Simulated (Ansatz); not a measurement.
The system is HfN.

```xyz
2
Lattice="0.0000 2.2560 2.2560 2.2560 0.0000 2.2560 2.2560 2.2560 0.0000" Properties=species:S:1:pos:R:3 pbc="T T T"
Hf    0.0000    0.0000    0.0000
N     2.2560    2.2560    2.2560
```

* Program: Ansatz 0.2.0
* Task: relaxation of cell and atoms
* Functional: PBE
* Potentials or basis: all-electron LAPW, scalar-relativistic
* Basis error allowed: 0.001 eV/atom
* k mesh: 10 × 10 × 10
* Occupations: fermi-dirac, width 0.05 eV
* Spin: no spin polarisation

At the start: volume 11.48 Å³/atom.

Problem. Where does the relaxation end?

Solution. Over 5 steps the energy falls by 5.7 meV/atom and the volume is 11.76 Å³/atom (+2.4 %); space group Fm-3m (No. 225, to 0.05 Å).

The path:
| step | energy change (eV) | largest force (eV/Å) | volume (Å³) |
| --- | --- | --- | --- |
| 1 | 0.0000 | 0.0000 | 22.96 |
| 2 | -0.0089 | 0.0000 | 23.80 |
| 3 | -0.0114 | 0.0000 | 23.53 |
| 4 | -0.0114 | 0.0000 | 23.52 |
| 5 | -0.0114 | 0.0000 | 23.52 |

Final structure:
```cif
data_structure
_symmetry_space_group_name_H-M 'P 1'
_symmetry_Int_Tables_number 1
_cell_length_a 3.2162
_cell_length_b 3.2162
_cell_length_c 3.2162
_cell_angle_alpha 60.000
_cell_angle_beta 60.000
_cell_angle_gamma 60.000
_cell_volume 23.52
loop_
_atom_site_label
_atom_site_type_symbol
_atom_site_fract_x
_atom_site_fract_y
_atom_site_fract_z
_atom_site_occupancy
Hf1 Hf 0.00000 0.00000 0.00000 1
N1 N 0.50000 0.50000 0.50000 1
```
